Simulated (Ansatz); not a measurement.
Crystal: TiCo.

```
CELL_PARAMETERS angstrom
2.98611 0.00000 0.00000
0.00000 2.98611 0.00000
0.00000 0.00000 2.98611
ATOMIC_POSITIONS crystal
Co 0.50000 0.50000 0.50000
Ti 0.00000 0.00000 0.00000
```

The cell comes from a database or a generator and needn't be the stable form of this composition.

Program: Ansatz 0.2.0. Alike in all runs: task projected density of states; potentials or basis Ansatz PAW; spin collinear, ferromagnetic start; cell as given; k mesh 5 × 5 × 5; cutoff (eV) 420; smearing fermi-dirac 0.05 eV; the mesh is coarse, so values aren't converged.

Q: Order these runs on this cell by their pressure, lowest first.
A. level LDA
B. level PBEsol
C. level BLYP
D. level revPBE
E. level PBE

A: A (-13.3 GPa), B (-7.0 GPa), E (0.2 GPa), D (3.5 GPa), C (5.6 GPa).

Caveats: all runs use coarse meshes; the PAW data sets come from PBE, with cores solved anew for the run's functional, which leaves a small shift of forces and pressure (some runs).
